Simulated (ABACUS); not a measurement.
Crystal: Pb.

```
CELL_PARAMETERS angstrom
0.00000 2.47502 2.47502
2.47502 0.00000 2.47502
2.47502 2.47502 0.00000
ATOMIC_POSITIONS crystal
Pb 0.00000 0.00000 0.00000
```

```yaml
Program: ABACUS 3.10.1
Task: single point
Functional: PBEsol
Potentials_or_basis: PseudoDojo NC SR 0.4.1 PBEsol standard
Cutoff: 857 eV
Density_cutoff: 3429 eV
Basis: plane waves
k_mesh: 9 × 9 × 9
Occupations: fermi-dirac, width 0.05 eV
Spin: no spin polarisation
```

On this cell: pressure -0.6 GPa; band gap on the k mesh none (metal or under the smearing width).

The same run follows on a disturbed copy (cell strained at random at fixed volume):

```
CELL_PARAMETERS angstrom
-0.00696 2.46968 2.44843
2.44759 -0.02698 2.46845
2.45382 2.49594 -0.03322
ATOMIC_POSITIONS crystal
Pb 0.98764 0.00709 0.01656
```

What does the disturbed cell give?

The energy (extrapolated to zero smearing) moves by +1.9 meV/atom; pressure -0.5 GPa; band gap on the k mesh none (metal or under the smearing width).

Stress tensor (GPa, compression positive):
```
-0.35 -0.01  0.17
-0.01 -0.73  0.73
 0.17  0.73 -0.56
```
